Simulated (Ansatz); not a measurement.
`CC(C)(C)[O][Sn]([F])([F])[F]` + H₂Se → `[F][Sn]([F])([F])[SeH]` + `CC(C)(C)O`  (ligand exchange at the Sn–O bond)

Computed with Ansatz on PBE0-D4/def2-TZVP structures; ΔE is electronic, products minus reactants. CCSD(T)/CBS adds triple-zeta CCSD(T) − MP2 to the extrapolated MP2 energy (def2 sets, frozen cores). Elements past krypton have def2 core potentials. For Se, Sn outer-core shells are correlated without core-valence functions, which leaves a few kJ/mol of doubt a bond. Scalar relativity is left out up to krypton. Each species was taken in one conformer, which may not be the lowest.

`CC(C)(C)[O][Sn]([F])([F])[F]`:

Z-matrix (Å, degrees):
```
C
C 1 1.519
H 1 1.092 2 110.3
H 1 1.091 2 110.3 3 -120.0
H 1 1.091 2 110.3 3 120.0
C 2 1.518 1 110.9 3 -62.1
C 2 1.519 1 110.9 3 62.1
O 2 1.445 1 104.0 3 180.0
H 6 1.095 2 111.5 1 -179.0
H 6 1.092 2 110.6 1 61.6
H 6 1.091 2 110.5 1 -58.6
H 7 1.091 2 110.5 1 58.6
H 7 1.095 2 111.5 1 179.0
H 7 1.092 2 110.6 1 -61.6
Sn 8 1.915 2 123.3 1 -179.9
F 15 1.893 8 115.0 2 -61.1
F 15 1.884 8 107.7 2 -179.9
F 15 1.893 8 115.0 2 61.2
```

H₂Se:

Cartesian coordinates in Å:
```
Se -0.484 -0.040 -0.482
H -0.461 0.410 0.914
H 0.944 -0.370 -0.431
```

`[F][Sn]([F])([F])[SeH]`:

Cartesian coordinates in Å:
```
F -1.470 -0.701 1.211
Sn -0.082 -0.492 -0.058
F 0.892 -2.114 -0.042
F -1.007 -0.456 -1.709
Se 1.415 1.434 0.343
H 0.251 2.330 0.255
```

`CC(C)(C)O`:

Z-matrix (Å, degrees):
```
C
C 1 1.523
H 1 1.093 2 111.3
H 1 1.092 2 110.2 3 120.5
H 1 1.095 2 110.7 3 -119.7
C 2 1.517 1 110.8 3 -61.9
C 2 1.523 1 110.7 3 61.4
O 2 1.426 1 109.7 3 -177.5
H 6 1.092 2 110.2 1 -178.1
H 6 1.092 2 110.2 1 -58.7
H 6 1.092 2 110.8 1 61.6
H 7 1.093 2 111.3 1 -61.3
H 7 1.092 2 110.2 1 178.2
H 7 1.095 2 110.7 1 58.4
H 8 0.961 2 108.1 1 -60.8
```

| species | CCSD(T)/CBS(def2) energy (Eh) |
| --- | --- |
| `CC(C)(C)[O][Sn]([F])([F])[F]` | -746.33601 |
| H₂Se | -2401.89790 |
| `[F][Sn]([F])([F])[SeH]` | -2914.83827 |
| `CC(C)(C)O` | -233.41670 |

Problem. Work out ΔE.

Solution. ΔE = (-2914.83827) + (-233.41670) − (-746.33601) − (-2401.89790) = -0.02106 Eh = -55.3 kJ/mol.

Largest T1 diagnostic among the species: 0.014.

From PBE to PBE0 (25 % exact exchange), in def2-TZVPP and without D4, ΔE moves by −3.5 kJ/mol. The D4 term adds +10.0 kJ/mol with B3LYP and +6.1 kJ/mol with PBE0; it sums over pairs of atoms, weighted by their polarisabilities, and B3LYP, whose exchange is more repulsive, gets the larger term.

B3LYP here is the variant with VWN-RPA as its local correlation; programs differ in this.
